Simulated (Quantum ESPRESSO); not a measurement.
HfN:

```xyz
2
Lattice="2.8250 0.0000 0.0000 0.0000 2.8250 0.0000 0.0000 0.0000 2.8250" Properties=species:S:1:pos:R:3 pbc="T T T"
Hf    1.4125    1.4125    1.4125
N     0.0000    0.0000    0.0000
```

The cell was built by a generator and needn't be a form met in nature.

Base run:

| Quantity | Value |
| --- | --- |
| Program | Quantum ESPRESSO 7.5 |
| Functional | PBE |
| Potentials or basis | SG15 PBE 1.2 |
| Cutoff | 1197 eV |
| Density cutoff | 4789 eV |
| k mesh | 9 × 9 × 9 |
| Occupations | fermi-dirac, width 0.05 eV |
| Spin | no spin polarisation |

Its results: band gap on the k mesh none (metal or under the smearing width); pressure 0.5 GPa.

Problem. The run is repeated on the same cell with these changes: k mesh from 9 × 9 × 9 to 4 × 4 × 4. What comes out?

Solution. Band gap on the k mesh none (metal or under the smearing width); pressure -0.4 GPa.

Caveats: some runs use coarse meshes.

Not every run made on this cell is shown here.
